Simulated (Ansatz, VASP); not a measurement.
# ZnS (Wurtzite-2H): VASP beside Ansatz

The input INCAR:

```
ALGO     = Normal         # electronic algorithm
EDIFF    = 1E-6           # SCF threshold, eV
ENCUT    = 520            # plane-wave cutoff, eV
ISIF     = 2              # what is computed and relaxed
ISMEAR   = -1             # smearing method
LASPH    = True           # aspherical terms in the spheres
LCHARG   = False          # write CHGCAR
LREAL    = False          # projectors in reciprocal space
LWAVE    = False          # write WAVECAR
NBANDS   = 26             # bands
NELM     = 80             # most SCF steps
PREC     = Accurate       # precision mode
SIGMA    = 0.05           # smearing width, eV
```

The input KPOINTS:

```
k-points
0
Gamma
  8 8 5
```

Contents of POSCAR:

```
ZnS
1.0
    3.8110000000      0.0000000000      0.0000000000
   -1.9055000000      3.3004228138      0.0000000000
    0.0000000000      0.0000000000      6.2340000000
Zn S
2 2
Direct
    0.6666666667      0.3333333333      0.5000000000
    0.3333333333      0.6666666667      0.0000000000
    0.6666666667      0.3333333333      0.8850000000
    0.3333333333      0.6666666667      0.3850000000
```

File KPOINTS_OPT:

```
path GMKGALHA,LM,KH
15
line-mode
reciprocal
 0.0000000000  0.0000000000  0.0000000000  G
 0.5000000000  0.0000000000  0.0000000000  M

 0.5000000000  0.0000000000  0.0000000000  M
 0.3333333333  0.3333333333  0.0000000000  K

 0.3333333333  0.3333333333  0.0000000000  K
 0.0000000000  0.0000000000  0.0000000000  G

 0.0000000000  0.0000000000  0.0000000000  G
 0.0000000000  0.0000000000  0.5000000000  A

 0.0000000000  0.0000000000  0.5000000000  A
 0.5000000000  0.0000000000  0.5000000000  L

 0.5000000000  0.0000000000  0.5000000000  L
 0.3333333333  0.3333333333  0.5000000000  H

 0.3333333333  0.3333333333  0.5000000000  H
 0.0000000000  0.0000000000  0.5000000000  A

 0.5000000000  0.0000000000  0.5000000000  L
 0.5000000000  0.0000000000  0.0000000000  M

 0.3333333333  0.3333333333  0.0000000000  K
 0.3333333333  0.3333333333  0.5000000000  H
```

The input input.yaml:

```yaml
crystal:
  lattice:
    - [3.811, 0.0, 0.0]
    - [-1.9055, 3.3004228138, 0.0]
    - [0.0, 0.0, 6.234]
  atoms:
    - { symbol: Zn, position: [0.6666666667, 0.3333333333, 0.5] }
    - { symbol: Zn, position: [0.3333333333, 0.6666666667, 0.0] }
    - { symbol: S, position: [0.6666666667, 0.3333333333, 0.885] }
    - { symbol: S, position: [0.3333333333, 0.6666666667, 0.385] }
hamiltonian:
  xc: lda
  pseudopotentials: { kind: paw }
kpoints:
  mp_grid: { grid: [8, 8, 5] }
  band_path:
    path:
      - [[0.0, 0.0, 0.0], [0.5, 0.0, 0.0], [0.3333333333, 0.3333333333, 0.0], [0.0, 0.0, 0.0], [0.0, 0.0, 0.5], [0.5, 0.0, 0.5], [0.3333333333, 0.3333333333, 0.5], [0.0, 0.0, 0.5]]
      - [[0.5, 0.0, 0.5], [0.5, 0.0, 0.0]]
      - [[0.3333333333, 0.3333333333, 0.0], [0.3333333333, 0.3333333333, 0.5]]
    npoints: 14
scf:
  occupations: { method: fermi_dirac, width: 0.05 }
  n_extra_bands: 10
output:
  forces: true
  stress: true
  eigenvalues: true
  fatbands: false
```

Alike in both runs: task band structure; functional LDA; k mesh 8 × 8 × 5; occupations fermi-dirac, width 0.05 eV; no spin polarisation.

|  | VASP | Ansatz |
| --- | --- | --- |
| version | VASP 6.6.1 | Ansatz 0.2.0 |
| potentials or method | VASP PAW LDA potentials, release 64 (Zn, S) | Ansatz PAW |
| plane-wave cutoff (eV) | 520 | 420 |
| valence electrons in the cell | 36 | 36 |

|  | VASP | Ansatz | Ansatz less VASP |
| --- | --- | --- | --- |
| gap on the k mesh at the Fermi level (eV) | 2.02 | 1.99 | -0.031 |
| least direct gap on the mesh (eV) | 2.02 | 1.99 | -0.031 |
| gap along the band path (eV) | 2.02 | 1.99 | -0.031 |
| pressure (GPa) | -3.7 | -3.9 | -0.22 |
| largest component of the traceless stress (GPa) | 1.03 | 1.00 | -0.022 |
| rms of the force components (eV/Å) | 0.172 | 0.170 | -0.0018 |

Atom by atom the forces differ by 0.002 eV/Å (rms over components).

Caveats: the PAW data sets come from PBE, with cores solved anew for the run's functional, which leaves a small shift of forces and pressure (Ansatz).
